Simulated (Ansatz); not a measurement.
Crystal: GaN.

```
CELL_PARAMETERS angstrom
0.00000 2.25350 2.25350
2.25350 0.00000 2.25350
2.25350 2.25350 0.00000
ATOMIC_POSITIONS crystal
Ga 0.00000 0.00000 0.00000
N 0.25000 0.25000 0.25000
```

The cell is a database's computed one.

Base run:

- Program: Ansatz 0.2.0
- Functional: PBE
- Potentials or basis: all-electron LAPW, relativistic spinors
- Cutoff: 422 eV
- Density cutoff: 1686 eV
- Basis error allowed: 0.001 eV/atom
- k mesh: 7 × 7 × 7
- Occupations: fermi-dirac, width 0.05 eV
- Spin: spin-orbit coupling, no magnetisation

Its results: band gap on the k mesh 1.73 eV, direct; pressure 4.9 GPa.

**Question.** The run is repeated on the same cell with these changes: functional from PBE to LDA. What comes out?

**Answer.** Band gap on the k mesh 1.73 eV, direct; pressure -6.3 GPa.

LDA binds more tightly than PBE, so the same cell stands under less pressure.

Not every run made on this cell is shown here.
